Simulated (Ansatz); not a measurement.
# TiNi (P4/nmm) in Ansatz: notebook

One crystal, TiNi, is run at these levels: PBEsol; tasks: single point.

Program: Ansatz 0.2.0. These are calculated values, not measurements. Logs are shortened: lines on timing, memory, paths and dates and some standing lists are left out, and cuts for length are marked.

### Step 1. Starting point

The structure is tetragonal, space group P4/nmm (No. 129). Conventional cell: a = 3.822 Å, b = 3.822 Å, c = 3.636 Å, α = 90.00°, β = 90.00°, γ = 90.00°. Ni (site symmetry -4m2) has 8 Ti at 2.59 to 2.69 Å and 4 Ni at 2.70 Å as nearest neighbours. Ti (site symmetry 4mm) has 8 Ni at 2.59 to 2.69 Å and 4 Ti at 2.71 Å as nearest neighbours.

The cell comes from a database or a generator and needn't be the stable form of this composition.

### Step 2. Single point, PBEsol

input.yaml reads:

```yaml
crystal:
  lattice:
    - [3.821946, 0.0, 0.0]
    - [0.0, 3.821946, 0.0]
    - [0.0, 0.0, 3.63625]
  atoms:
    - { symbol: Ni, position: [0.0, 0.0, 0.0] }
    - { symbol: Ni, position: [0.5, 0.5, 0.0] }
    - { symbol: Ti, position: [0.5, 0.0, 0.519199] }
    - { symbol: Ti, position: [0.0, 0.5, 0.480801] }
hamiltonian:
  xc: pbesol
  pseudopotentials: { kind: paw }
kpoints:
  mp_grid: { grid: [7, 7, 7] }
scf:
  occupations: { method: fermi_dirac, width: 0.05 }
output:
  forces: true
  stress: true
  eigenvalues: true
  write_density: true
  write_potential: true
  elf: true
  volumetric_format: npy
```

Potentials or basis: Ansatz PAW.

Command:

```bash
$ ansatz run input.yaml --threads 2 --pin off --max-ram 5632MiB --backend cpu --events-out ev --progress --plain --runs-dir out
```

The program printed:

```text
Warning: RAYON_NUM_THREADS=2 ignored (pool sized by the plan → 2); use --threads N
Engine: ansatz 0.2.0, aarch64-unknown-linux-gnu
Pseudopotentials: kind: paw
Pseudopotential: Ni, paw, valence charge 18, recommended cutoff 420 eV (normal), Ni.paw.azcp
Pseudopotential: Ti, paw, valence charge 12, recommended cutoff 420 eV (normal), Ti.paw.azcp
Functional definition: PBEsol
  exchange = pbesol_x
  correlation = pbesol_c
Crystal: 4 atoms, lattice volume = 53.116 Å³
Basis set: ecut = 420 eV, 1029 PW (Γ), exchange–correlation on 54×54×50 points (8 copies of the dense FFT grid, shifted against one another)
Bands: 36, of which v1, the nominal top of the filled ones, is band 30 counted from 1 (29 counted from 0)
Symmetry: 16 space group operations
Space group: P4/nmm (ITA 129), of the structure as read, at distance tolerance 3.8e-5 Å
k-points: 40 of 343
Non-local potential: Ni, projectors of the file, l = 0: 3, l = 1: 2, l = 2: 3, l = 3: 1
Non-local potential: Ti, projectors of the file, l = 0: 3, l = 1: 2, l = 2: 3, l = 3: 1
PAW form: soft (Blöchl's): semilocal exchange-correlation on the pseudo side does not see the compensation charge
PAW frozen core: Ni, regenerated for the run's functional, and the local potential with it (the file was generated under x = pbe(κ = 0.804, μ = 0.2195149727645171), c = pbe(β = 0.06672455060314922))
PAW frozen core: Ti, regenerated for the run's functional, and the local potential with it (the file was generated under x = pbe(κ = 0.804, μ = 0.2195149727645171), c = pbe(β = 0.06672455060314922))
PAW one-centre angular grid: Ni, 590 points (default); XC on 64 Gauss nodes
PAW one-centre angular grid: Ti, 590 points (default); XC on 64 Gauss nodes
Initial density: superposition of atomic densities (neutral atoms: chi_scale 0, normalization atom), corrected by the library's trained network
Initial wavefunctions: pseudopotential atomic-orbital guess
Functional: x = pbesol(κ = 0.804, μ = 0.12345679012345678), c = pbesol(β = 0.046)
SCF iter   1: F=—  HF=-16559.135023 eV  |F-HF|=—  |Δ(HF+E_count)|=         —  Δρ=1.89e-2  dr2=1.16e-1  ethr=1.77e-3  ⟨swp⟩=3.5  Hψ=4354  notcnv=0
preconditioner: auto → Kerker (q_TF=auto, 2.784 Å⁻¹)  [metal: Δε(μ)=0.025 eV  Ē_g=3.765 eV  σ=0.050 eV  W_gap=0.13  n_scr=18 (ndim 8)  ℏωp=27.0 eV  f_vac=0.000  D(μ)=4.71/eV (n_scr^D=56)]
SCF iter   2: F=—  HF=-16559.121117 eV  |F-HF|=—  |Δ(HF+E_count)|=   1.39e-2  Δρ=3.03e-3  dr2=3.78e-3  ethr=1.93e-4  ⟨swp⟩=2.9  Hψ=2901  notcnv=0  defer=2
SCF iter   3: F=—  HF=-16559.120482 eV  |F-HF|=—  |Δ(HF+E_count)|=   6.36e-4  Δρ=1.34e-3  dr2=9.99e-4  ethr=6.30e-6  ⟨swp⟩=1.4  Hψ=1474  notcnv=0  defer=2
SCF iter   4: F=—  HF=-16559.120221 eV  |F-HF|=—  |Δ(HF+E_count)|=   2.61e-4  Δρ=3.25e-4  dr2=7.60e-5  ethr=1.67e-6  ⟨swp⟩=2.0  Hψ=1942  notcnv=0  defer=2
SCF iter   5: F=—  HF=-16559.120178 eV  |F-HF|=—  |Δ(HF+E_count)|=   4.25e-5  Δρ=1.17e-4  dr2=6.27e-6  ethr=1.27e-7  ⟨swp⟩=2.0  Hψ=2133  notcnv=0  defer=2
SCF iter   6: F=—  HF=-16559.120178 eV  |F-HF|=—  |Δ(HF+E_count)|=   7.13e-7  Δρ=3.82e-5  dr2=4.28e-7  ethr=1.04e-8  ⟨swp⟩=2.0  Hψ=1986  notcnv=0  defer=2
SCF iter   7: F=-16559.120178 eV  HF=-16559.120178 eV  |F-HF|=2.22e-8  |Δ(HF+E_count)|=   7.28e-8  Δρ=1.12e-5  dr2=2.83e-8  ethr=1.67e-10  ⟨swp⟩=8.9  Hψ=9355  notcnv=0
SCF 1 converged in 7 iterations: F = -16559.120178 eV  dr2 = 2.83e-8
SCF converged after 7 iterations
Free energy (F): -16559.120178 eV
Harris-Foulkes:  -16559.120178 eV  (|F-HF|=2.22e-8)
Internal energy: -16559.082017 eV  (E = F + TS)
E sigma→0 (E₀):  -16559.101097 eV
Entropy (-TS):   -0.038161 eV (-9.540 meV/atom)
Fermi energy:    16.197453 eV
--- Per-component energies (eV) ---
  E_band       = -890.070610
  E_kinetic    = 1114.180250
  E_local      = -9161.912222  (includes V_loc(G=0)·N_el)
  E_nonlocal   = 1286.634309
  E_hartree    = 3859.804508
  E_xc         = -364.398613
  E_vxc        = -464.385720  (∫ρ·V_xc dr)
  E_paw        = -5232.512099  (= ΣΔE_a)
  E_vpaw       = -1384.209868  (= ΣTr[D̂ρ^β])
  E_aug_tail   = 0.001186  (compensation charges beyond the density's cutoff)
  E_ewald      = -8061.552681
  E_core_change = 0.673346  (= ΣΔE_core)
  E_smearing   = -0.038161  (= −TS)
  E_closure    = -0.000000  (closes the sum)
  Σ components = -16559.120178   (vs F -16559.120178, Δ=0.00e0)
--- Forces (eV/Å), atoms counted from 1 ---
  atom   1  Ni     0.00000000     0.00000000    -0.00000000
  atom   2  Ni     0.00000000     0.00000000    -0.00000000
  atom   3  Ti     0.00000000     0.00000000    -0.09972623
  atom   4  Ti     0.00000000     0.00000000     0.09972623
  max |Σ_I F_I| component: 1.39e-17 eV/Å
--- Stress (GPa, compression-positive) ---
       -3.861418       0.000000       0.000000
        0.000000      -3.861418       0.000000
        0.000000       0.000000      -7.714144
  P = ⅓ Tr σ = -5.1457 GPa (-51.457 kbar)
--- Band table (eV; the first three rows and the last of 40) ---
  k-point 0: bands = ["-86.8925", "-86.8853", "-47.4796", "-47.4710", "-47.4174", "-47.4174", "-47.3752", "-47.3752", "-40.3415", "-40.1533", "-16.9205", "-16.9205", "-16.7136", "-16.5570", "-16.3266", "-16.3266", "8.5186", "11.9682", "12.2500", "12.3954", "12.7890", "12.8707", "12.8707", "14.3691", "14.3691", "15.0625", "15.5307", "15.8418", "16.3180", "16.8167", "18.3562", "18.3562", "18.4951", "18.5293", "18.5293", "19.1882"]
  k-point 1: bands = ["-86.8925", "-86.8853", "-47.4801", "-47.4712", "-47.4174", "-47.4174", "-47.3752", "-47.3752", "-40.3404", "-40.1529", "-16.9204", "-16.9204", "-16.7244", "-16.5643", "-16.3266", "-16.3266", "8.7876", "12.1604", "12.3076", "12.5271", "12.8705", "12.9585", "12.9585", "14.4091", "14.4091", "15.0715", "15.5311", "15.7266", "16.1379", "16.4803", "16.9764", "16.9764", "18.4668", "18.9851", "18.9851", "19.3571"]
  k-point 2: bands = ["-86.8925", "-86.8853", "-47.4810", "-47.4716", "-47.4173", "-47.4173", "-47.3752", "-47.3752", "-40.3381", "-40.1519", "-16.9203", "-16.9203", "-16.7486", "-16.5805", "-16.3264", "-16.3264", "9.5494", "12.3625", "12.6996", "12.8351", "13.0809", "13.2158", "13.2158", "14.5060", "14.5060", "15.0909", "15.4411", "15.4863", "15.5318", "15.6115", "15.7738", "15.7738", "18.1826", "18.5880", "18.5880", "18.9142"]
  k-point 39: bands = ["-86.8890", "-86.8887", "-47.4765", "-47.4761", "-47.4217", "-47.4197", "-47.3737", "-47.3716", "-40.2476", "-40.2385", "-17.0134", "-16.9854", "-16.6755", "-16.6664", "-16.2958", "-16.2655", "11.8284", "11.9435", "12.5626", "12.6093", "14.1698", "14.1930", "14.2009", "14.3015", "14.3318", "14.3728", "15.1841", "15.8651", "15.9689", "16.0194", "16.4393", "16.4605", "16.6628", "16.9597", "18.5565", "18.9327"]
```

rho_z.tsv:

```text
# z_ang	rho[e/angstrom^3]
# format = ansatz-planar-average/11
# lattice	3.821946000	0.000000000	0.000000000
# lattice	0.000000000	3.821946000	0.000000000
# lattice	0.000000000	0.000000000	3.636250000
# sites	4
# site	28	0.000000000	0.000000000	0.000000000
# site	28	1.910973000	1.910973000	0.000000000
# site	22	1.910973000	0.000000000	1.887937364
# site	22	0.000000000	1.910973000	1.748312636
0.000000	3.383519e0
0.145450	2.888327e0
0.290900	1.867557e0
0.436350	1.027220e0
0.581800	5.704768e-1
0.727250	3.735099e-1
[... 17 lines left out ...]
3.345350	1.867557e0
3.490800	2.888327e0
```

v_z.tsv:

```text
# z_ang	v_es[eV]	v_tot[eV]
# format = ansatz-planar-average/11
# xc	pbesol
# density_cutoff_ev	1680
# datasets	Ni=:simpson_from_first_knot:soft:shift=-1124341	Ti=:simpson_from_first_knot:soft:shift=-797321
# lattice	3.821946000	0.000000000	0.000000000
# lattice	0.000000000	3.821946000	0.000000000
# lattice	0.000000000	0.000000000	3.636250000
# sites	4
# site	28	0.000000000	0.000000000	0.000000000
# site	28	1.910973000	1.910973000	0.000000000
# site	22	1.910973000	0.000000000	1.887937364
# site	22	0.000000000	1.910973000	1.748312636
0.000000	1.747675e0	-1.150332e1
0.145450	2.422295e0	-1.069551e1
0.290900	4.316993e0	-8.436505e0
0.436350	7.054942e0	-5.187026e0
0.581800	9.993468e0	-1.679531e0
0.727250	1.228923e1	1.153662e0
[... 17 lines left out ...]
3.345350	4.316993e0	-8.436505e0
3.490800	2.422295e0	-1.069551e1
```

It took 3.3 s on 2 threads of Arm Neoverse V2, shared host; peak memory 0.37 GiB.

What came out:

```yaml
Free_energy: -16559.1202 eV
Pressure: -5.1 GPa
Largest_force: 0.100 eV/Å
Band_gap_on_the_k_mesh: none (metal or under the smearing width)
```

Forces on the atoms (eV/Å):
```
Ni   0.000  0.000  0.000
Ni   0.000  0.000  0.000
Ti   0.000  0.000 -0.100
Ti   0.000  0.000  0.100
```

Stress tensor (GPa, compression positive):
```
-3.86  0.00  0.00
 0.00 -3.86  0.00
 0.00  0.00 -7.71
```

Caveat: the PAW data sets come from PBE, with cores solved anew for the run's functional, which leaves a small shift of forces and pressure. Spin polarisation is off, so any magnetic state and its effect on volume and gap are missing.

### Step 3. Single point, PBEsol, collinear spin, ferromagnetic start

input.yaml reads:

```yaml
crystal:
  lattice:
    - [3.821946, 0.0, 0.0]
    - [0.0, 3.821946, 0.0]
    - [0.0, 0.0, 3.63625]
  atoms:
    - { symbol: Ni, position: [0.0, 0.0, 0.0], spin: 1.0 }
    - { symbol: Ni, position: [0.5, 0.5, 0.0], spin: 1.0 }
    - { symbol: Ti, position: [0.5, 0.0, 0.519199], spin: 1.0 }
    - { symbol: Ti, position: [0.0, 0.5, 0.480801], spin: 1.0 }
hamiltonian:
  xc: pbesol
  pseudopotentials: { kind: paw }
magnetization:
  spin_polarized: true
kpoints:
  mp_grid: { grid: [7, 7, 7] }
scf:
  occupations: { method: fermi_dirac, width: 0.05 }
output:
  forces: true
  stress: true
  eigenvalues: true
```

Potentials or basis: Ansatz PAW.

Command:

```bash
$ ansatz run input.yaml --threads 2 --pin off --max-ram 5632MiB --backend cpu --events-out ev --progress --plain --runs-dir out
```

Wall time 10 s (2 threads of Arm Neoverse V2, shared host); peak memory 0.49 GiB.

Results (log left out):

```yaml
Free_energy: -16559.1202 eV
Pressure: -5.1 GPa
Largest_force: 0.100 eV/Å
Band_gap_on_the_k_mesh: none (metal or under the smearing width)
Net_moment: 0.00 μB per cell
Absolute_moment: 0.00 μB per cell
```

Forces on the atoms (eV/Å):
```
Ni   0.000  0.000  0.000
Ni   0.000  0.000  0.000
Ti   0.000  0.000 -0.100
Ti   0.000  0.000  0.100
```

Stress tensor (GPa, compression positive):
```
-3.86  0.00  0.00
 0.00 -3.86  0.00
 0.00  0.00 -7.71
```

Levels at points of the mesh, in eV from the Fermi level:
Spin up:
```tsv
k point	band 26	band 27	band 28	band 29	band 30	band 31	band 32	band 33	band 34	band 35
(0.00, 0.00, 0.00)	-1.14	-0.67	-0.36	0.12	0.62	2.16	2.16	2.30	2.33	2.33
```
Spin down:
```tsv
k point	band 26	band 27	band 28	band 29	band 30	band 31	band 32	band 33	band 34	band 35
(0.00, 0.00, 0.00)	-1.14	-0.67	-0.36	0.12	0.62	2.16	2.16	2.30	2.33	2.33
```

Caveat: the PAW data sets come from PBE, with cores solved anew for the run's functional, which leaves a small shift of forces and pressure; the starting moments weren't kept.

### Step 4. Single point, PBEsol, collinear spin, antiferromagnetic start

Edit input.yaml of step 3 so:

```diff
@@ -7,5 +7,5 @@
     - { symbol: Ni, position: [0.0, 0.0, 0.0], spin: 1.0 }
-    - { symbol: Ni, position: [0.5, 0.5, 0.0], spin: 1.0 }
+    - { symbol: Ni, position: [0.5, 0.5, 0.0], spin: -1.0 }
     - { symbol: Ti, position: [0.5, 0.0, 0.519199], spin: 1.0 }
-    - { symbol: Ti, position: [0.0, 0.5, 0.480801], spin: 1.0 }
+    - { symbol: Ti, position: [0.0, 0.5, 0.480801], spin: -1.0 }
 hamiltonian:
@@ -23 +23,5 @@
   eigenvalues: true
+  write_density: true
+  write_potential: true
+  elf: true
+  volumetric_format: npy
```

Command:

```bash
$ ansatz run input.yaml --threads 2 --pin off --max-ram 5632MiB --backend cpu --events-out ev --progress --plain --runs-dir out
```

It took 77 s on 2 threads of Arm Neoverse V2, shared host; peak memory 0.58 GiB.

It converged, with:

* Free energy: -16559.1202 eV
* Pressure: -5.1 GPa
* Largest force: 0.100 eV/Å
* Band gap on the k mesh: none (metal or under the smearing width)
* Net moment: 0.00 μB per cell
* Absolute moment: 0.00 μB per cell

Forces in eV/Å, atoms in the order of the input:
```
Ni   0.000  0.000  0.000
Ni   0.000  0.000  0.000
Ti   0.000  0.000 -0.100
Ti   0.000  0.000  0.100
```

Stress tensor (GPa, compression positive):
```
-3.86  0.00  0.00
 0.00 -3.86  0.00
 0.00  0.00 -7.71
```

Levels at points of the mesh, in eV from the Fermi level:
Spin up:
```tsv
k point	band 28	band 29	band 30	band 31	band 32	band 33
(0.00, 0.00, 0.00)	-0.36	0.12	0.62	2.16	2.16	2.30
```
Spin down:
```
           k point  band 26  band 27  band 28  band 29  band 30  band 31  band 32  band 33  band 34  band 35
(0.00, 0.00, 0.00)    -1.14    -0.67    -0.36     0.12     0.62     2.16     2.16     2.30     2.33     2.33
```

Caveat: the PAW data sets come from PBE, with cores solved anew for the run's functional, which leaves a small shift of forces and pressure; the starting moments weren't kept.

### Step 5. Overview

```tsv
spin	gap on the mesh (eV)	pressure (GPa)	moment (μB)	largest force (eV/Å)
off	none	-5.1	-	0.10
collinear, ferromagnetic start	none	-5.1	0.00	0.10
collinear, antiferromagnetic start	none	-5.1	0.00	0.10
```

Alike in all rows: task single point; level PBEsol; potentials or basis Ansatz PAW; cell as given; k mesh 7 × 7 × 7; cutoff (eV) 420; smearing fermi-dirac 0.05 eV.

Every run on the cell as given and a fine mesh finds a metal.

Caveats: the PAW data sets come from PBE, with cores solved anew for the run's functional, which leaves a small shift of forces and pressure; the starting moments weren't kept (some runs).

Total energies depend on the potentials used, so only differences within one code and one set of settings carry meaning.
